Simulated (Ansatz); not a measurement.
Cu2ZnSnS4 in the kesterite structure at its r2SCAN geometry, run in Ansatz 0.2.0 at 2 levels of theory. (Calculated; spin-unpolarised; the phase may be known or hypothetical.)

The r2SCAN input:
```yaml
crystal:
  lattice:
    - [-2.7069828945, 2.7069828945, 5.4112902578]
    - [2.7069828945, -2.7069828945, 5.4112902578]
    - [2.7069828945, 2.7069828945, -5.4112902578]
  atoms:
    - { symbol: Cu, position: [0.0, 0.0, 0.0] }
    - { symbol: Cu, position: [0.75, 0.25, 0.5] }
    - { symbol: Zn, position: [0.25, 0.75, 0.5] }
    - { symbol: Sn, position: [0.5, 0.5, 0.0] }
    - { symbol: S, position: [0.1065752311, 0.6286969589, 0.9935355125] }
    - { symbol: S, position: [0.3713030411, 0.3648385536, 0.4778782722] }
    - { symbol: S, position: [0.6351614464, 0.1130397186, 0.0064644875] }
    - { symbol: S, position: [0.8869602814, 0.8934247689, 0.5221217278] }
kpoints:
  mp_grid: { grid: [6, 6, 6] }
  band_path:
    path:
      - [0.0, 0.0, 0.0]
      - [0.0, 0.0, 0.5]
      - [0.25, 0.25, 0.25]
      - [0.0, 0.5, 0.0]
      - [0.5, 0.5, -0.5]
      - [0.3125618196, 0.6874381804, -0.3125618196]
      - [-0.3125618196, 0.3125618196, 0.3125618196]
      - [-0.1251236393, 0.1251236393, 0.5]
      - [0.5, 0.5, -0.1251236393]
    npoints: 1
hamiltonian:
  xc: r2scan
scf:
  occupations: { method: fixed }
  n_extra_bands: 6
output:
  forces: true
  stress: true
  eigenvalues: true
```

Main results, then, where recorded, the levels near the gap in eV from the Fermi energy (columns number the bands from 0), one row a point of the path (Γ, X, P, N, M, S, S₀, R, G):
```
Crystal: 8 atoms, lattice volume = 158.610 Å³
Symmetry: 4 space group operations
Space group: I-4 (ITA 82)
```
```
Basis set: ecut = 500 eV, 4035 PW (Γ)
k-points: 36 of 216 (time reversal used)
SCF converged after 10 iterations
Free energy (F): -26254.644937 eV
Fermi energy:    8.094925 eV
--- Forces (eV/Å), atoms counted from 1 ---
  atom   1  Cu      0.00000      0.00000      0.00000
  atom   2  Cu      0.00000      0.00000      0.00000
  atom   3  Zn      0.00000      0.00000      0.00000
  atom   4  Sn      0.00000      0.00000      0.00000
  atom   5  S     -0.00017    -0.00210      0.00122
  atom   6  S     -0.00210      0.00017    -0.00122
  atom   7  S       0.00017      0.00210      0.00122
  atom   8  S       0.00210    -0.00017    -0.00122
--- Stress (GPa, compression-positive) ---
       -0.009072       0.000000       0.000000
        0.000000      -0.009072       0.000000
        0.000000       0.000000      -0.007699
  P = ⅓ Tr σ = -0.0086 GPa (-0.086 kbar)
```
```tsv
band_40	band_41	band_42	band_43	band_44	band_45	band_46
-1.468	-0.067	-0.067	0.000	0.475	2.144	3.065
-0.812	-0.718	-0.520	-0.422	0.848	2.640	3.411
-0.798	-0.789	-0.587	-0.572	1.074	3.156	3.340
-1.182	-1.131	-1.027	-0.506	1.827	3.355	3.558
-1.173	-1.091	-0.879	-0.879	1.471	2.189	2.189
-1.326	-1.073	-0.700	-0.584	1.721	2.655	3.374
-1.326	-1.073	-0.700	-0.584	1.721	2.655	3.374
-0.840	-0.766	-0.682	-0.597	1.079	2.844	3.818
-0.840	-0.766	-0.682	-0.597	1.079	2.844	3.818
```

With r2SCAN the gap is 0.47 eV and direct, at Γ.

Task: In the first input these blocks are replaced (the band path and keys that only write files left aside):
```yaml
kpoints:
  mp_grid: { grid: [4, 4, 4] }
hamiltonian:
  xc: hf
```
What comes out?

Result:
```
Basis set: ecut = 420 eV, 3067 PW (Γ)
k-points: 14 of 64 (time reversal used)
hybrid outer 1: dexx = +4.127e0 eV, tail = 5.32e-2 eV
hybrid outer 2: dexx = +5.441e-3 eV, tail = 5.14e-4 eV, Δε = 7.46e-2 eV, ΔF = 8.31e-2 eV/Å
hybrid outer 3: dexx = +9.042e-5 eV, tail = 5.38e-6 eV, Δε = 1.69e-2 eV, ΔF = 1.22e-2 eV/Å
hybrid outer 4: dexx = +4.434e-7 eV, tail = 6.29e-8 eV, Δε = 6.07e-4 eV, ΔF = 8.16e-4 eV/Å
hybrid SCF converged: 4 outer / 22 inner (+9 warm-up)
Free energy (F): -25973.279322 eV
Fermi energy:    4.615501 eV
--- Forces (eV/Å), atoms counted from 1 ---
  atom   1  Cu      0.00000      0.00000      0.00000
  atom   2  Cu      0.00000      0.00000      0.00000
  atom   3  Zn      0.00000      0.00000      0.00000
  atom   4  Sn      0.00000      0.00000      0.00000
  atom   5  S     -0.64242      1.41966      0.65249
  atom   6  S       1.41966      0.64242    -0.65249
  atom   7  S       0.64242    -1.41966      0.65249
  atom   8  S     -1.41966    -0.64242    -0.65249
--- Stress (GPa, compression-positive) ---
        8.775730       0.000000       0.000000
        0.000000       8.775730       0.000000
        0.000000       0.000000       9.105333
  P = ⅓ Tr σ = 8.8856 GPa (88.856 kbar)
```
```tsv
band_40	band_41	band_42	band_43	band_44	band_45	band_46
-3.009	-0.010	0.000	0.000	8.288	9.463	11.167
-1.246	-1.187	-0.924	-0.744	8.684	10.880	11.495
-1.244	-1.210	-1.025	-0.999	8.875	11.410	11.426
-2.138	-1.901	-1.593	-0.900	9.992	11.126	11.482
-1.732	-1.732	-1.501	-1.501	9.076	9.484	9.484
-2.421	-2.017	-1.106	-0.973	9.771	10.279	11.128
-2.421	-2.017	-1.106	-0.973	9.771	10.279	11.128
-1.309	-1.264	-1.152	-0.970	8.949	11.061	11.949
-1.309	-1.264	-1.152	-0.970	8.949	11.061	11.949
```
Hartree-Fock gives a direct gap of 8.29 eV at Γ. With the atoms held, the mean pressure is +8.9 GPa (compression positive). The stress of a hybrid is loosely converged here.

Small level splittings and stresses of the hybrids carry the error of their coarser meshes.

Totals of different functionals can't be compared.

Spin-orbit coupling is left out, which matters wherever the heavy atoms make up the band edges.

The meshes of the hybrids are coarse, so their gaps aren't converged to the digits shown.
